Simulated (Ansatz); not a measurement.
## KCl: the change of pressure and energy above lowest point with volume scale

Free energy against uniform scaling of the volume at fixed shape and fractions; periodic cell, basis, potentials, k mesh and filling as listed. The results are calculated, by Ansatz 0.2.0.

The cell before it is scaled or strained (space group Fm-3m, No. 225):
```
cell vectors (Å)
   0.0000     3.1465     3.1465
   3.1465     0.0000     3.1465
   3.1465     3.1465     0.0000
atoms (fractions of the cell vectors)
K   0.00000  0.00000  0.00000
Cl  0.50000  0.50000  0.50000
```

Settings of every row: functional PBEsol; dispersion none; potentials PAW; wave cutoff 500 eV; density cutoff 2000 eV; k mesh 5x5x5; k shift 0x0x0; occupations fixed; smearing width 0 eV; spin none.

```
row  volume scale  V (Å³/atom)  pressure (GPa)  energy above lowest point (meV/atom)
  1          0.94       29.283            0.78                                   2.7
  2          0.96       29.906            0.33                                   0.5
  3          0.98       30.529           -0.06                                     0
  4             1       31.152           -0.41                                   0.9
  5          1.02       31.775               ?                                     ?
  6          1.04       32.398           -0.99                                   6.5
  7          1.06       33.021           -1.23                                  10.8
```

Question: what pressure and energy above lowest point should row 5 give?

Worked fit of pressure. Take u = (V_r/V)^(2/3) − 1 with V_r = 30.84 Å³ an atom, which is twice the finite (Eulerian) strain; such expansions in the strain, on which the Birch-Murnaghan equation of state is built, carry the rest volume and the bulk modulus. The shown rows have u = 0.03514, 0.02071, 0.00678, -0.00669, -0.03232, -0.04453. Least squares give pressure = −0.241 + 25.99 × u + 85.4 × u² GPa; a straight line predicts inner rows, each left out in turn, worse (root mean square 0.053 against 0.0032 GPa). All shown rows lie on it to the printed digit. The pressure vanishes at u = 0.0090, or V = 30.43 Å³ an atom, and there the bulk modulus at fixed shape and fractions is B = −V dP/dV = (2/3)(1 + u) dP/du = 18.5 GPa. The withheld row has u = -0.01971, so the fit gives −0.241 + 25.99 × (-0.01971) + 85.4 × (-0.01971)² = -0.72 GPa.

The calculation gave -0.72 GPa. The fit meets it to the printed digit.

Worked fit of energy above lowest point. Take u = (V_r/V)^(2/3) − 1 with V_r = 30.84 Å³ an atom, which is twice the finite (Eulerian) strain; such expansions in the strain, on which the Birch-Murnaghan equation of state is built, carry the rest volume and the bulk modulus. The shown rows have u = 0.03514, 0.02071, 0.00678, -0.00669, -0.03232, -0.04453. Least squares give energy above lowest point = 0.28 − 70.4 × u + 3860 × u² + 2971 × u³ meV/atom; a parabola predicts inner rows, each left out in turn, worse (root mean square 0.058 against 0.035 meV/atom). All shown rows lie on it to the printed digit. Its lowest point lies at u = 0.0090, or V = 30.43 Å³ an atom, and the curvature there gives the bulk modulus at fixed shape and fractions, B = (4/9)(1 + u)² E″(u)/V = 18.8 GPa. The withheld row has u = -0.01971, so the fit gives 0.28 − 70.4 × (-0.01971) + 3860 × (-0.01971)² + 2971 × (-0.01971)³ = 3.1 meV/atom.

The calculation gave 3.1 meV/atom. The fit meets it to the printed digit.
